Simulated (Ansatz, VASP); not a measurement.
**One calculation of Se, two programs**

```
CELL_PARAMETERS angstrom
4.11515 0.00000 0.00000
0.00000 8.23624 0.00000
0.00000 0.00000 2.70640
ATOMIC_POSITIONS crystal
Se 0.68233 0.38086 0.50008
Se 0.81767 0.88086 0.49992
Se 0.31767 0.61914 0.50008
Se 0.18233 0.11914 0.49992
```

Alike in both runs: functional PBEsol; k mesh 10 × 6 × 16; occupations gaussian, width 0.1 eV; no spin polarisation.

Ansatz relaxed the structure, and its values are those at the end. VASP's run is a single point on that final structure, the one shown.

|  | VASP | Ansatz |
| --- | --- | --- |
| version | VASP 6.6.1 | Ansatz 0.2.0 |
| potentials or method | VASP PAW PBE potentials, release 64 (Se) | scalar-relativistic, plane waves, PAW |
| plane-wave cutoff (eV) | 520 | 420 |
| valence electrons in the cell | 24 | 64 |

|  | VASP | Ansatz | Ansatz less VASP |
| --- | --- | --- | --- |
| gap on the k mesh at the Fermi level (eV) | none | none | - |
| pressure (GPa) | 0.1 | 0.0 | -0.13 |
| rms of the force components (eV/Å) | 0.012 | 0.002 | -0.0100 |

A gap of «none» marks a metal or a gap that the smearing closes. The functional is the same, so the differences come from potentials, cutoffs and numerics. The two sets of potentials don't hold the same shells in valence.

Caveats: the PAW data sets were made with another functional, which shifts forces and pressure a little (VASP).
